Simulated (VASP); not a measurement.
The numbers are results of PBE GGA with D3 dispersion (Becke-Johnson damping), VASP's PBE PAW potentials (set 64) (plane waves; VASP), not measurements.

Input for VASP

### KPOINTS
```
k-points along high-symmetry lines
15
Line-mode
Reciprocal
  0.000000   0.000000   0.000000 ! GAMMA
  0.000000   0.500000   0.000000 ! X

  0.000000   0.500000   0.000000 ! X
  0.500000   0.500000   0.000000 ! M

  0.500000   0.500000   0.000000 ! M
  0.000000   0.000000   0.000000 ! GAMMA

  0.000000   0.000000   0.000000 ! GAMMA
  0.500000   0.500000   0.500000 ! R

  0.500000   0.500000   0.500000 ! R
  0.000000   0.500000   0.000000 ! X

  0.500000   0.500000   0.500000 ! R
  0.500000   0.500000   0.000000 ! M
```

POSCAR:
```
CsBr
4.3054960
  1.0000000557   0.0000000000   0.0000000000
  0.0000000000   1.0000000557   0.0000000000
  0.0000000000   0.0000000000   1.0000000557
Cs Br
1 1
Cart
  0.0000000000   0.0000000000   0.0000000000
  0.5000000278   0.5000000278   0.5000000278
```

### INCAR
```
LCHARG  =  .False.
ALGO  =  Normal   ! blocked Davidson
GGA  =  PE   ! PBE
LORBIT  =  11
LMAXMIX  =  4
SYSTEM  =  CsBr
LREAL  =  .False.   ! projection in real space or not
LWAVE  =  .False.
LASPH  =  .True.   ! aspherical one-centre terms
ISMEAR  =  0   ! Gaussian
SIGMA  =  0.05   ! width (eV)
ICHARG  =  11   ! fixed density
NELM  =  100   ! most electronic steps
PREC  =  Accurate
ENCUT  =  520   ! plane-wave cut-off (eV)
IVDW  =  12
EDIFF  =  1E-7   ! SCF stop (eV)
```

POTCAR, in this order: Cs_sv Br (PBE.64 set). Program: vasp_std. Read from the step before: CHGCAR.

Output

### OSZICAR
```
       N       E                     dE             d eps       ncg     rms          rms(c)
DAV:   1     0.937480753644E+02    0.93748E+02   -0.66923E+03  2160   0.113E+03
DAV:   2     0.146458212032E+01   -0.92283E+02   -0.85628E+02  3128   0.179E+02
DAV:   3    -0.595627067090E+01   -0.74209E+01   -0.73841E+01  2716   0.575E+01
DAV:   4    -0.603770418991E+01   -0.81434E-01   -0.81384E-01  2520   0.700E+00
DAV:   5    -0.603849320787E+01   -0.78902E-03   -0.78883E-03  2692   0.667E-01
DAV:   6    -0.603850962740E+01   -0.16420E-04   -0.16417E-04  2564   0.861E-02
DAV:   7    -0.603851011259E+01   -0.48518E-06   -0.48512E-06  2672   0.126E-02
DAV:   8    -0.603851012893E+01   -0.16340E-07   -0.16337E-07  2228   0.208E-03
   1 F= -.64751480E+01 E0= -.64751480E+01  d E =-.804882E-17
```

**OUTCAR**
```
 val. band max:       -0.3643341021   @ k =   0.5000   0.5000   0.0000

 cond. band min:       4.0998543775   @ k =   0.0000   0.0000   0.0000



 k-point     1 :       0.0000    0.0000    0.0000
  band No.  band energies     occupation
      1     -20.1615      2.00000
      2     -12.7164      2.00000
      3      -6.7602      2.00000
      4      -6.7602      2.00000
      5      -6.7602      2.00000
      6      -0.3689      2.00000
      7      -0.3689      2.00000
      8      -0.3689      2.00000
      9       4.0999      0.00000
     10       4.5623      0.00000
     11       4.5623      0.00000
     12       8.7150      0.00000

 k-point     2 :       0.0000    0.0357    0.0000
  band No.  band energies     occupation
      1     -20.1609      2.00000
      2     -12.7166      2.00000
      3      -6.7655      2.00000
      4      -6.7589      2.00000
      5      -6.7589      2.00000
      6      -0.3912      2.00000
      7      -0.3713      2.00000
      8      -0.3713      2.00000
      9       4.1331      0.00000
     10       4.5706      0.00000
     11       4.5915      0.00000
     12       8.7061      0.00000

 k-point     3 :       0.0000    0.0714    0.0000
  band No.  band energies     occupation
      1     -20.1590      2.00000
      2     -12.7170      2.00000
      3      -6.7810      2.00000
      4      -6.7553      2.00000
      5      -6.7553      2.00000
      6      -0.4554      2.00000
      7      -0.3784      2.00000
      8      -0.3784      2.00000
      9       4.2304      0.00000
     10       4.5951      0.00000
     11       4.6780      0.00000
     12       8.7028      0.00000

 k-point     4 :       0.0000    0.1071    0.0000
  band No.  band energies     occupation
      1     -20.1560      2.00000
      2     -12.7176      2.00000
      3      -6.8057      2.00000
      4      -6.7494      2.00000
      5      -6.7494      2.00000
      6      -0.5543      2.00000
      7      -0.3900      2.00000
...
```

The density is held fixed in this step, so its total energy and stress have no physical meaning. Unless said otherwise, spin-orbit coupling is left out, though it shifts the bands of the heavy elements here.

The compound is CsBr in the CsCl type structure. It was relaxed first.
